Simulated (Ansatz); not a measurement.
**ZrSiO4: a line through a two-coordinate scan, part 1 of 2**

Aim: follow the energy of ZrSiO4 (I4_1/amd, No. 141; 12 atoms in the cell) along one coordinate, volume per atom, with the other held at c/a of the conventional cell = 0.945.

Computed with Ansatz 0.2.0 (DFT PBEsol, scalar-relativistic, plane waves, PAW, unless a step's input says otherwise).

40 further runs of the same task are left out: 40 set aside as unsound or not needed.

### Step 1. The structure to begin with

The structure is tetragonal, space group I4_1/amd (No. 141). The conventional cell has a = 6.617 Å, b = 6.617 Å, c = 5.977 Å, α = 90.00°, β = 90.00°, γ = 90.00°. Zr (site symmetry -4m2) has 8 O at 2.13 to 2.26 Å as nearest neighbours. Si (site symmetry -4m2) is surrounded by 4 O at 1.63 Å. Around O (site symmetry m) lie 1 Si at 1.63 Å and 2 Zr at 2.13 to 2.26 Å.

As a file:

```
Zr Si O
1.0
    -3.30835    3.30835    2.98873
     3.30835   -3.30835    2.98873
     3.30835    3.30835   -2.98873
Zr Si O
2 2 8
Direct
  0.75000 0.25000 0.50000
  0.00000 0.00000 0.00000
  0.25000 0.75000 0.50000
  0.50000 0.50000 0.00000
  0.13458 0.31897 0.81561
  0.06897 0.75336 0.68439
  0.50336 0.31897 0.18439
  0.06897 0.38458 0.31561
  0.61542 0.93103 0.68439
  0.68103 0.86542 0.18439
  0.24664 0.93103 0.31561
  0.68103 0.49664 0.81561
```

This cell was relaxed beforehand with the same method: volume 10.90 Å³/atom, gap on the mesh 4.72 eV.

### Step 2. The scan

The energy is mapped over volume and the cell's shape.

The axes are (1) volume per atom: 9 values from 9.596 to 12.213 Å³; (2) c/a of the conventional cell: 9 values from 0.753 to 1.084.

Nothing else is relaxed (fractional coordinates fixed). Energies count from the relaxed crystal. Points are written as (first, second).

### Step 3. The run at (9.596 Å³, 0.945)

The input, input.yaml:

```yaml
crystal:
  lattice:
    - [-3.1227122386, 3.1227122386, 2.9522121503]
    - [3.1227122386, -3.1227122386, 2.9522121503]
    - [3.1227122386, 3.1227122386, -2.9522121503]
  atoms:
    - { symbol: Zr, position: [0.75, 0.25, 0.5] }
    - { symbol: Zr, position: [0.0, 0.0, 0.0] }
    - { symbol: Si, position: [0.25, 0.75, 0.5] }
    - { symbol: Si, position: [0.5, 0.5, 0.0] }
    - { symbol: O, position: [0.1345817308, 0.3189709775, 0.8156107533] }
    - { symbol: O, position: [0.0689709775, 0.7533602242, 0.6843892467] }
    - { symbol: O, position: [0.5033602242, 0.3189709775, 0.1843892467] }
    - { symbol: O, position: [0.0689709775, 0.3845817308, 0.3156107533] }
    - { symbol: O, position: [0.6154182692, 0.9310290225, 0.6843892467] }
    - { symbol: O, position: [0.6810290225, 0.8654182692, 0.1843892467] }
    - { symbol: O, position: [0.2466397758, 0.9310290225, 0.3156107533] }
    - { symbol: O, position: [0.6810290225, 0.4966397758, 0.8156107533] }
basis:
  ecutwfc: 520.0
kpoints:
  mp_grid: { grid: [6, 6, 6] }
hamiltonian:
  xc: pbesol
  pseudopotentials: { kind: paw, azcp: { folder: soft_1 } }
scf:
  occupations: { method: gaussian, width: 0.05 }
output:
  forces: true
  stress: true
  eigenvalues: true
```

Command:

```console
ansatz run input.yaml --threads 4 --pin off --max-ram 8192MiB --backend cpu --events-out ev --progress --plain --runs-dir out
```

What it wrote (excerpt; [...] marks lines left out):

```text
Warning: <dir> the record states the generating functional pbe (its physics header spells it `PBE`), which answers neither for hamiltonian.xc's functional nor for the pbesol family's — results may be inconsistent (PPs are generated against a specific XC)
[...]
Warning: RAYON_NUM_THREADS=4 ignored (pool sized by the plan → 4); use --threads N
[...]
Pseudopotentials: kind: paw
Pseudopotential: Zr, paw, valence charge 12, recommended cutoff 420 eV (normal), <dir>
Pseudopotential: Si, paw, valence charge 4, recommended cutoff 420 eV (normal), <dir>
Pseudopotential: O, paw, valence charge 6, recommended cutoff 420 eV (normal), <dir>
Functional definition: PBEsol
[...]
Crystal: 12 atoms, lattice volume = 115.152 Å³
Basis set: ecut = 520 eV, 3071 PW (Γ), exchange–correlation on 80×80×80 points (8 copies of the dense FFT grid, shifted against one another)
Bands: 52, of which v1, the nominal top of the filled ones, is band 40 counted from 1 (39 counted from 0)
Symmetry: 16 space group operations
Space group: I41/amd (ITA 141), of the structure as read, at distance tolerance 4.9e-5 Å
k-points: 30 of 216
[...]
SCF iter   1: F=—  HF=-14007.594457 eV  |F-HF|=—  |Δ(HF+E_count)|=         —  Δρ=1.02e-1  dr2=1.37e1  ethr=3.10e-3  ⟨swp⟩=6.1  Hψ=6566  notcnv=0  defer=2
[...]
SCF iter   8: F=-14003.545372 eV  HF=-14003.545372 eV  |F-HF|=1.62e-8  |Δ(HF+E_count)|=   5.57e-7  Δρ=4.93e-6  dr2=2.58e-8  ethr=1.25e-10  ⟨swp⟩=10.8  Hψ=7148  notcnv=0
[...]
SCF converged after 8 iterations
Free energy (F): -14003.545372 eV
[...]
E sigma→0 (E₀):  -14003.545372 eV
Fermi energy:    12.407470 eV
[...]
--- Forces (eV/Å), atoms counted from 1 ---
  atom   1  Zr    -0.00000000     0.00000000     0.00000000
  atom   2  Zr    -0.00000000    -0.00000000     0.00000000
  atom   3  Si     0.00000000     0.00000000     0.00000000
  atom   4  Si     0.00000000     0.00000000     0.00000000
  atom   5  O      0.00000000    -0.93026622    -0.36394220
  atom   6  O      0.93026622    -0.00000000    -0.36394220
  atom   7  O      0.00000000     0.93026622    -0.36394220
  atom   8  O     -0.93026622     0.00000000    -0.36394220
[...]
--- Stress (GPa, compression-positive) ---
       41.873941       0.000000       0.000000
        0.000000      41.873941      -0.000000
       -0.000000       0.000000      32.114405
  P = ⅓ Tr σ = 38.6208 GPa (386.208 kbar)
--- Band table (eV; the first three rows and the last of 30) ---
[...]
```

It took 8 s on 4 threads of Arm Neoverse N1, shared host; peak memory 0.59 GiB.

On the map this point reads 149 meV/atom.

### Step 4. Grid point (9.923 Å³, 0.945)

Edit input.yaml of step 3 so:

```diff
@@ -2,5 +2,5 @@
   lattice:
-    - [-3.1227122386, 3.1227122386, 2.9522121503]
-    - [3.1227122386, -3.1227122386, 2.9522121503]
-    - [3.1227122386, 3.1227122386, -2.9522121503]
+    - [-3.157787365, 3.157787365, 2.9853721749]
+    - [3.157787365, -3.157787365, 2.9853721749]
+    - [3.157787365, 3.157787365, -2.9853721749]
   atoms:
```

Command:

```console
ansatz run input.yaml --threads 4 --pin off --max-ram 8192MiB --backend cpu --events-out ev --progress --plain --runs-dir out
```

What it wrote (excerpt; [...] marks lines left out):

```text
[...]
SCF converged after 8 iterations
Free energy (F): -14004.335942 eV
[...]
E sigma→0 (E₀):  -14004.335942 eV
Fermi energy:    11.830981 eV
[...]
--- Forces (eV/Å), atoms counted from 1 ---
  atom   1  Zr     0.00000000    -0.00000000     0.00000000
  atom   2  Zr    -0.00000000     0.00000000    -0.00000000
  atom   3  Si    -0.00000000     0.00000000    -0.00000000
  atom   4  Si     0.00000000     0.00000000     0.00000000
  atom   5  O     -0.00000000    -0.66785148    -0.20829775
  atom   6  O      0.66785148    -0.00000000    -0.20829775
  atom   7  O     -0.00000000     0.66785148    -0.20829775
  atom   8  O     -0.66785148     0.00000000    -0.20829775
[...]
--- Stress (GPa, compression-positive) ---
       29.772049       0.000000       0.000000
        0.000000      29.772049      -0.000000
        0.000000      -0.000000      19.243412
  P = ⅓ Tr σ = 26.2625 GPa (262.625 kbar)
--- Band table (eV; the first three rows and the last of 30) ---
[...]
```

Wall time 8.3 s (4 threads of Arm Neoverse N1, shared host); peak memory 0.6 GiB.

On the map this point reads 83 meV/atom.

### Step 5. Grid point (10.250 Å³, 0.945)

Edit input.yaml of step 4 so:

```diff
@@ -2,5 +2,5 @@
   lattice:
-    - [-3.157787365, 3.157787365, 2.9853721749]
-    - [3.157787365, -3.157787365, 2.9853721749]
-    - [3.157787365, 3.157787365, -2.9853721749]
+    - [-3.1921001411, 3.1921001411, 3.0178114734]
+    - [3.1921001411, -3.1921001411, 3.0178114734]
+    - [3.1921001411, 3.1921001411, -3.0178114734]
   atoms:
```

Command:

```console
ansatz run input.yaml --threads 4 --pin off --max-ram 8192MiB --backend cpu --events-out ev --progress --plain --runs-dir out
```

What it wrote (excerpt; [...] marks lines left out):

```text
[...]
SCF converged after 8 iterations
Free energy (F): -14004.846546 eV
[...]
E sigma→0 (E₀):  -14004.846546 eV
Fermi energy:    11.293674 eV
[...]
--- Forces (eV/Å), atoms counted from 1 ---
  atom   1  Zr    -0.00000000     0.00000000     0.00000000
  atom   2  Zr     0.00000000     0.00000000     0.00000000
  atom   3  Si     0.00000000     0.00000000     0.00000000
  atom   4  Si     0.00000000     0.00000000     0.00000000
  atom   5  O     -0.00000000    -0.43048660    -0.06786883
  atom   6  O      0.43048660    -0.00000000    -0.06786883
  atom   7  O      0.00000000     0.43048660    -0.06786883
  atom   8  O     -0.43048660     0.00000000    -0.06786883
[...]
--- Stress (GPa, compression-positive) ---
       19.428814       0.000000       0.000000
        0.000000      19.428814      -0.000000
       -0.000000      -0.000000       8.268896
  P = ⅓ Tr σ = 15.7088 GPa (157.088 kbar)
--- Band table (eV; the first three rows and the last of 30) ---
[...]
```

Run time: 8.4 s. Hardware: 4 threads of Arm Neoverse N1, shared host; peak memory 0.64 GiB.

On the map this point reads 41 meV/atom.

### Step 6. Point (10.577 Å³, 0.945)

Edit input.yaml of step 5 so:

```diff
@@ -2,5 +2,5 @@
   lattice:
-    - [-3.1921001411, 3.1921001411, 3.0178114734]
-    - [3.1921001411, -3.1921001411, 3.0178114734]
-    - [3.1921001411, 3.1921001411, -3.0178114734]
+    - [-3.2256906872, 3.2256906872, 3.0495679756]
+    - [3.2256906872, -3.2256906872, 3.0495679756]
+    - [3.2256906872, 3.2256906872, -3.0495679756]
   atoms:
```

Command:

```console
ansatz run input.yaml --threads 4 --pin off --max-ram 8192MiB --backend cpu --events-out ev --progress --plain --runs-dir out
```

What it wrote (excerpt; [...] marks lines left out):

```text
Warning: <dir> the record states the generating functional pbe (its physics header spells it `PBE`), which answers neither for hamiltonian.xc's functional nor for the pbesol family's — results may be inconsistent (PPs are generated against a specific XC)
[...]
Warning: RAYON_NUM_THREADS=4 ignored (pool sized by the plan → 4); use --threads N
[...]
Pseudopotentials: kind: paw
Pseudopotential: Zr, paw, valence charge 12, recommended cutoff 420 eV (normal), <dir>
Pseudopotential: Si, paw, valence charge 4, recommended cutoff 420 eV (normal), <dir>
Pseudopotential: O, paw, valence charge 6, recommended cutoff 420 eV (normal), <dir>
Functional definition: PBEsol
[...]
Crystal: 12 atoms, lattice volume = 126.924 Å³
Basis set: ecut = 520 eV, 3399 PW (Γ), exchange–correlation on 90×90×90 points (8 copies of the dense FFT grid, shifted against one another)
Bands: 52, of which v1, the nominal top of the filled ones, is band 40 counted from 1 (39 counted from 0)
Symmetry: 16 space group operations
[...]
SCF iter   8: F=-14005.117934 eV  HF=-14005.117934 eV  |F-HF|=2.25e-8  |Δ(HF+E_count)|=   6.86e-7  Δρ=5.18e-6  dr2=3.50e-8  ethr=1.25e-10  ⟨swp⟩=11.5  Hψ=7321  notcnv=0
[...]
SCF converged after 8 iterations
Free energy (F): -14005.117934 eV
[...]
E sigma→0 (E₀):  -14005.117934 eV
Fermi energy:    10.797561 eV
[...]
--- Forces (eV/Å), atoms counted from 1 ---
  atom   1  Zr    -0.00000000    -0.00000000     0.00000000
  atom   2  Zr     0.00000000     0.00000000     0.00000000
  atom   3  Si     0.00000000    -0.00000000     0.00000000
  atom   4  Si     0.00000000     0.00000000     0.00000000
  atom   5  O      0.00000000    -0.21556956     0.05874521
  atom   6  O      0.21556956    -0.00000000     0.05874521
  atom   7  O      0.00000000     0.21556956     0.05874521
  atom   8  O     -0.21556956     0.00000000     0.05874521
[...]
--- Stress (GPa, compression-positive) ---
       10.580896       0.000000      -0.000000
        0.000000      10.580896      -0.000000
       -0.000000       0.000000      -1.094618
  P = ⅓ Tr σ = 6.6891 GPa (66.891 kbar)
--- Band table (eV; the first three rows and the last of 30) ---
[...]
```

Run time: 8.3 s. Hardware: 4 threads of Arm Neoverse N1, shared host; peak memory 0.65 GiB.

On the map this point reads 18 meV/atom.

(Continued in part 2 of 2.)
